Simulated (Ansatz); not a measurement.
**Defect calculation, host MoS₂**

Computed with DFT PBE+D3(BJ), scalar-relativistic, plane waves, PAW in Ansatz. Settings: 420 eV cutoff, 2×2×2 k-mesh, shifted by half a step, Gaussian smearing of 0.01 eV, collinear spin.

Host crystal, relaxed:

```xyz
3
Lattice="3.1495 0.0000 0.0000 -1.5747 2.7275 0.0000 0.0000 0.0000 6.6452" Properties=species:S:1:pos:R:3 pbc="T T T"
Mo    0.0000    0.0000    0.0000
S     0.0000    1.8183    1.5668
S     0.0000    1.8183    5.0784
```

Supercell of 36 atoms, rows in host cell vectors: 2 2 -1; 0 -2 -1; -2 0 -1. Atoms relax at the host's cell, keeping the symmetry that the supercell leaves at the site. The cell is small, so energies carry finite-size errors of tenths of an eV. The host's Kohn–Sham gap is 1.20 eV. Atoms are taken from and returned to the elements' standard states. Charged cells are corrected for image charges with the computed static dielectric tensor (mean 11.0) and aligned with the host's potential at far atoms (alignment terms reach 0.96 eV; the program doubts the alignment in some charges, where it is up to 0.96 eV). No band-filling term is added, and the Fermi level counts from the host's valence band top.

Starting moments were lost in some runs.

The defect is an interstitial at (0.000, 0.000, 0.500) of the host cell.

```tsv
charge	E_f at the valence band top (eV)	over the neutral state (eV)	moment (μB)	largest move (Å)	atoms near the site
+3	2.49	-0.29	3.00	0.06	6 S at 2.51 Å
+2	2.12	-0.66	2.00	0.10	6 S at 2.49 Å
+1	2.20	-0.58	1.00	0.15	6 S at 2.47 Å
0	2.78	0.00	0.00	0.21	6 S at 2.46 Å, 2 Mo at 3.12 Å
```

Among the charges computed the stable one is +2 at the valence band top, changing to +1 at 0.08 eV, changing to 0 at 0.58 eV. In charge +3 the extra carrier would gain by moving to a band edge of the host, so it isn't bound in the gap. Other sites of the defect weren't tried.

(1) Which element is it? Judge by the nearest distance in charge 0 and covalent radii.
A. Mo
B. Rb
C. Zr
D. Cs
E. F

Results:

(1) A. The nearest neighbour is S at 2.46 Å, and the summed covalent radii with S are 3.49 Å for Cs, 1.62 Å for F, 2.59 Å for Mo, 3.25 Å for Rb, 2.80 Å for Zr, so Mo fits best. Bonds can miss such sums by a tenth of an ångström or more.

This form isn't the usual stable structure of the compound.